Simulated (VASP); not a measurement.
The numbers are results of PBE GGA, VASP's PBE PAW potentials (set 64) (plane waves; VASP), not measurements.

VASP ran on this input.

### KPOINTS
```
K-points
0
Gamma
3 3 3
0 0 0
```

**INCAR**
```
GGA  =  PE   # PBE
LWAVE  =  F
PREC  =  Accurate
ISIF  =  2   # forces and stress, cell fixed
LREAL  =  Auto   # projection in real space or not
LCHARG  =  F
LMAXMIX  =  4   # l cut-off of mixed one-centre charges
ISMEAR  =  0
SIGMA  =  0.05
ENCUT  =  400
NELM  =  100
ALGO  =  Normal
SYSTEM  =  Y2O3
EDIFF  =  1E-6   # SCF stop (eV)
LASPH  =  T   # aspherical one-centre terms
```

File POSCAR:
```
Y2O3
5.2582880
 -1.0000000000   1.0000000000   1.0000000000
  1.0000000000  -1.0000000000   1.0000000000
  1.0000000000   1.0000000000  -1.0000000000
Y O
16 24
direct
  0.5000000000   0.5000000000   0.5000000000
  0.5000000000   0.0000000000   0.0000000000
  0.0000000000   0.0000000000   0.5000000000
  0.0000000000   0.5000000000   0.0000000000
  0.2500000000   0.7165000000   0.4665000000
  0.7500000000   0.7835000000   0.0335000000
  0.4665000000   0.2500000000   0.7165000000
  0.0335000000   0.7500000000   0.7835000000
  0.7165000000   0.4665000000   0.2500000000
  0.7835000000   0.0335000000   0.7500000000
  0.7500000000   0.2835000000   0.5335000000
  0.2500000000   0.2165000000   0.9665000000
  0.5335000000   0.7500000000   0.2835000000
  0.9665000000   0.2500000000   0.2165000000
  0.2835000000   0.5335000000   0.7500000000
  0.2165000000   0.9665000000   0.2500000000
  0.5361000000   0.7737000000   0.5434000000
  0.7303000000   0.9927000000   0.9566000000
  0.7697000000   0.7263000000   0.2624000000
  0.9639000000   0.5073000000   0.2376000000
  0.5434000000   0.5361000000   0.7737000000
  0.9566000000   0.7303000000   0.9927000000
  0.2624000000   0.7697000000   0.7263000000
  0.2376000000   0.9639000000   0.5073000000
  0.7737000000   0.5434000000   0.5361000000
  0.9927000000   0.9566000000   0.7303000000
  0.7263000000   0.2624000000   0.7697000000
  0.5073000000   0.2376000000   0.9639000000
  0.4639000000   0.2263000000   0.4566000000
  0.2697000000   0.0073000000   0.0434000000
  0.2303000000   0.2737000000   0.7376000000
  0.0361000000   0.4927000000   0.7624000000
  0.4566000000   0.4639000000   0.2263000000
  0.0434000000   0.2697000000   0.0073000000
  0.7376000000   0.2303000000   0.2737000000
  0.7624000000   0.0361000000   0.4927000000
  0.2263000000   0.4566000000   0.4639000000
  0.0073000000   0.0434000000   0.2697000000
  0.2737000000   0.7376000000   0.2303000000
  0.4927000000   0.7624000000   0.0361000000
```

POTCAR, in this order: Y_sv O (PBE.64 set). Program: vasp_std.

What VASP printed:

### OSZICAR
```
       N       E                     dE             d eps       ncg     rms          rms(c)
DAV:   1     0.237059156896E+04    0.23706E+04   -0.14543E+05  1568   0.139E+03
DAV:   2    -0.197796807797E+03   -0.25684E+04   -0.24626E+04  1872   0.401E+02
DAV:   3    -0.415574480589E+03   -0.21778E+03   -0.21647E+03  1896   0.109E+02
DAV:   4    -0.434900313722E+03   -0.19326E+02   -0.19301E+02  2472   0.234E+01
DAV:   5    -0.435853685966E+03   -0.95337E+00   -0.95319E+00  1944   0.569E+00    0.144E+02
DAV:   6    -0.363765634274E+03    0.72088E+02   -0.36023E+02  1784   0.448E+01    0.146E+02
DAV:   7    -0.366879077923E+03   -0.31134E+01   -0.46013E+01  2120   0.133E+01    0.999E+01
DAV:   8    -0.367703619275E+03   -0.82454E+00   -0.23554E+01  1808   0.106E+01    0.154E+01
DAV:   9    -0.365960233252E+03    0.17434E+01   -0.89816E+00  1840   0.637E+00    0.425E+00
DAV:  10    -0.366057658105E+03   -0.97425E-01   -0.46849E-01  2000   0.148E+00    0.168E+00
DAV:  11    -0.366020593928E+03    0.37064E-01   -0.25364E-01  1800   0.954E-01    0.467E-01
DAV:  12    -0.366023180855E+03   -0.25869E-02   -0.20165E-02  2240   0.261E-01    0.350E-01
DAV:  13    -0.366022606593E+03    0.57426E-03   -0.47655E-03  1832   0.138E-01    0.148E-01
DAV:  14    -0.366022667773E+03   -0.61181E-04   -0.11349E-03  1944   0.609E-02    0.898E-02
DAV:  15    -0.366022598534E+03    0.69239E-04   -0.45423E-04  1824   0.518E-02    0.405E-02
DAV:  16    -0.366022596801E+03    0.17337E-05   -0.34687E-05  2120   0.110E-02    0.170E-02
DAV:  17    -0.366022594853E+03    0.19475E-05   -0.22095E-06  1248   0.355E-03    0.118E-02
DAV:  18    -0.366022593131E+03    0.17218E-05   -0.10183E-06   992   0.340E-03    0.158E-03
DAV:  19    -0.366022592946E+03    0.18502E-06   -0.24083E-07   936   0.120E-03
   1 F= -.36602259E+03 E0= -.36602259E+03  d E =-.245047E-16
```

OUTCAR:
```
------------------------ aborting loop because EDIFF is reached ----------------------------------------
  FORCE on cell =-STRESS in cart. coord.  units (eV):
  Direction    XX          YY          ZZ          XY          YZ          ZX
  --------------------------------------------------------------------------------------
  Total        8.1840062      8.1840062      8.1840062      0.0000000     -0.0000000      0.0000000
  in kB       22.5467233     22.5467233     22.5467233      0.0000000     -0.0000000      0.0000000
  external PRESSURE =      22.5467233 kB  Pullay stress =       0.0000000 kB
  volume of cell :      581.56
      direct lattice vectors                 reciprocal lattice vectors
    -5.258288000  5.258288000  5.258288000     0.000000000  0.095087983  0.095087983
     5.258288000 -5.258288000  5.258288000     0.095087983  0.000000000  0.095087983
     5.258288000  5.258288000 -5.258288000     0.095087983  0.095087983  0.000000000
 POSITION                                       TOTAL-FORCE (eV/Angst)
 -----------------------------------------------------------------------------------
      2.62914      2.62914      2.62914         0.000000      0.000000      0.000000
     -2.62914      2.62914      2.62914         0.000000      0.000000      0.000000
      2.62914      2.62914     -2.62914         0.000000      0.000000      0.000000
      2.62914     -2.62914      2.62914         0.000000      0.000000      0.000000
      4.90598      0.00000      2.62914        -0.112863      0.000000      0.000000
      0.35231      0.00000      7.88743         0.112863      0.000000      0.000000
      2.62914      4.90598      0.00000        -0.000000     -0.112863      0.000000
      7.88743      0.35231      0.00000         0.000000      0.112863      0.000000
      0.00000      2.62914      4.90598         0.000000     -0.000000     -0.112863
      0.00000      7.88743      0.35231        -0.000000      0.000000      0.112863
      0.35231      5.25829      2.62914         0.112863      0.000000      0.000000
      4.90598      5.25829     -2.62914        -0.112863      0.000000      0.000000
      2.62914      0.35231      5.25829         0.000000      0.112863      0.000000
     -2.62914      4.90598      5.25829        -0.000000     -0.112863      0.000000
      5.25829      2.62914      0.35231        -0.000000      0.000000      0.112863
      5.25829     -2.62914      4.90598         0.000000      0.000000     -0.112863
      4.10672      1.60798      4.02995        -0.072391      0.013759     -0.436221
      6.40985      3.65030      4.02995         0.072391     -0.013759     -0.436221
      1.15157      1.60798      6.48662         0.072391      0.013759      0.436221
     -1.15157      3.65030      6.48662        -0.072391     -0.013759      0.436221
      4.02995      4.10672      1.60798        -0.436221     -0.072391      0.013759
      4.02995      6.40985      3.65030        -0.436221      0.072391     -0.013759
      6.48662      1.15157      1.60798         0.436221      0.072391      0.013759
      6.48662     -1.15157      3.65030         0.436221     -0.072391     -0.013759
      1.60798      4.02995      4.10672         0.013759     -0.436221     -0.072391
      3.65030      4.02995      6.40985        -0.013759     -0.436221      0.072391
      1.60798      6.48662      1.15157         0.013759      0.436221      0.072391
      3.65030      6.48662     -1.15157        -0.013759      0.436221     -0.072391
      1.15157      3.65030      1.22834         0.072391     -0.013759      0.436221
     -1.15157      1.60798      1.22834        -0.072391      0.013759      0.436221
      4.10672      3.65030     -1.22834        -0.072391     -0.013759     -0.436221
      6.40985      1.60798     -1.22834         0.072391      0.013759     -0.436221
      1.22834      1.15157      3.65030         0.436221      0.072391     -0.013759
      1.22834     -1.15157      1.60798         0.436221     -0.072391      0.013759
     -1.22834      4.10672      3.65030        -0.436221     -0.072391     -0.013759
     -1.22834      6.40985      1.60798        -0.436221      0.072391      0.013759
      3.65030      1.22834      1.15157        -0.013759      0.436221      0.072391
      1.60798      1.22834     -1.15157         0.013759      0.436221     -0.072391
      3.65030     -1.22834      4.10672        -0.013759     -0.436221     -0.072391
      1.60798     -1.22834      6.40985         0.013759     -0.436221      0.072391
 -----------------------------------------------------------------------------------
    total drift:                               -0.000000     -0.000000     -0.000000
  FREE ENERGIE OF THE ION-ELECTRON SYSTEM (eV)
  ---------------------------------------------------
  free  energy   TOTEN  =      -366.0225929462 eV

  energy  without entropy=     -366.0225929462  energy(sigma->0) =     -366.02259295
```
(Selected blocks of OUTCAR.)

### OUTCAR
```
 val. band max:        1.6306878182   @ k =  -0.3333   0.3333   0.3333

 cond. band min:       5.9061226357   @ k =   0.0000   0.0000   0.0000


 Fermi energy:         1.9186896201

 k-point     1 :       0.0000    0.0000    0.0000
  band No.  band energies     occupation
      1     -37.8204      2.00000
      2     -37.8097      2.00000
      3     -37.8097      2.00000
      4     -37.8097      2.00000
      5     -37.6285      2.00000
      6     -37.6042      2.00000
      7     -37.6042      2.00000
      8     -37.5882      2.00000
      9     -37.5882      2.00000
     10     -37.5882      2.00000
     11     -37.5869      2.00000
     12     -37.5869      2.00000
     13     -37.5869      2.00000
     14     -37.5618      2.00000
     15     -37.5618      2.00000
     16     -37.5557      2.00000
     17     -18.9611      2.00000
     18     -18.9611      2.00000
     19     -18.9611      2.00000
     20     -18.5882      2.00000
     21     -18.5882      2.00000
     22     -18.5882      2.00000
     23     -18.5664      2.00000
     24     -18.5664      2.00000
     25     -18.5092      2.00000
     26     -18.5092      2.00000
     27     -18.5092      2.00000
     28     -18.4715      2.00000
     29     -18.4715      2.00000
     30     -18.4715      2.00000
     31     -18.3953      2.00000
     32     -18.2716      2.00000
     33     -18.2716      2.00000
     34     -18.2716      2.00000
     35     -18.1897      2.00000
     36     -18.1897      2.00000
     37     -17.9442      2.00000
     38     -17.9442      2.00000
     39     -17.9442      2.00000
     40     -17.9137      2.00000
     41     -17.9137      2.00000
     42     -17.9137      2.00000
     43     -17.7956      2.00000
     44     -17.7809      2.00000
     45     -17.7809      2.00000
     46     -17.7809      2.00000
     47     -17.7614      2.00000
     48     -17.7546      2.00000
     49     -17.7546      2.00000
     50     -17.7546      2.00000
     51     -17.6482      2.00000
...
```

At this cut-off the stress carries a Pulay error, which pulls relaxed volumes low.

The structure was generated: Y2O3 was put into an ordered model structure, a phase also known from measurement. The cell was not relaxed at this level.
